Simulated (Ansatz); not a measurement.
TiAl: what symmetry allows forces and stress to be

```xyz
2
Lattice="3.3129 0.0063 0.0636 0.0063 3.3262 -0.0063 0.0636 -0.0063 3.3129" Properties=species:S:1:pos:R:3 pbc="T T T"
Ti    0.0630   -0.1272   -0.0630
Al    1.6284    1.7903    1.7481
```

Theory: DFT PBE, scalar-relativistic, plane waves, PAW (Ansatz).

Settings: cutoff 420 eV, Γ-centred mesh 12×12×12 on the computed 2-atom cell, Gaussian smearing of 0.10 eV; no spin polarisation.

This distorted cell has space group Cm, with 2 operations.

Without a calculation: in which directions can each atom feel a force?

A force must be left unchanged by every operation that keeps its atom in place, so it lies in the space that those operations leave fixed. Atoms that the group maps onto each other feel forces of one size.
| atom | site symmetry | operations at the site | equivalent to atom | allowed force (Cartesian) |
| --- | --- | --- | --- | --- |
| Ti1 | m | 2 | 1 | in the plane normal to (0.71, 0.00, 0.71) |
| Al2 | m | 2 | 2 | in the plane normal to (0.71, 0.00, 0.71) |

That leaves 4 independent force components of 6, tied by 2 conditions that the forces sum to zero, so 2 remain. A relaxation in this cell that keeps the symmetry moves the atoms in these directions alone.

And the stress tensor?

It must be invariant under the point group, which leaves 4 independent components: xx = zz. Further linear relations between components hold in this frame.

Do the computed values obey this?

Yes. Forces (eV/Å):
```
Ti1 -0.728  1.156  0.728
Al2  0.728 -1.156 -0.728
```

Stress (GPa, compression positive, xx yy zz yz xz xy): -7.07 -8.01 -7.07 2.22 -3.15 -2.22. The program imposes the same operations on density, forces and stress, so this confirms the analysis and is no independent test of the calculation.